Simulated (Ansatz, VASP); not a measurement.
## Two plane-wave programs on BN

```
B N
1.0
     2.54000    0.00000    0.00000
    -1.27000    2.19970    0.00000
     0.00000    0.00000    6.66398
B N
2 2
Direct
  0.33333 0.66667 0.25000
  0.66667 0.33333 0.75000
  0.33333 0.66667 0.75000
  0.66667 0.33333 0.25000
```

Change from the starting cell: z stretched by +1 %, ions relaxed.

Alike in both runs: functional PBE; k mesh 13 × 13 × 5; occupations fermi-dirac, width 0.02 eV; no spin polarisation.

Ansatz relaxed the structure, and its values are those at the end. VASP's run is a single point on that final structure, the one shown.

|  | VASP | Ansatz |
| --- | --- | --- |
| version | VASP 6.6.1 | Ansatz 0.2.0 |
| potentials or method | VASP PAW PBE potentials, release 64 (B, N) | plane-wave PAW, scalar-relativistic |
| plane-wave cutoff (eV) | 520 | 420 |
| valence electrons in the cell | 16 | 16 |

Ansatz gave:

* gap on the k mesh at the Fermi level (eV): 4.23
* pressure (GPa): -6.5

Question: Which values does VASP return?

Answer: gap on the k mesh at the Fermi level (eV): 4.22; pressure (GPa): -6.4.

Ansatz warned: «stress_scf_threshold_loose».

Caveats: an odd mesh through Γ misses points on the zone boundary, where band edges often lie; this functional lacks dispersion, which binds the layers, so the pressure and a relaxed spacing across them are unreliable.
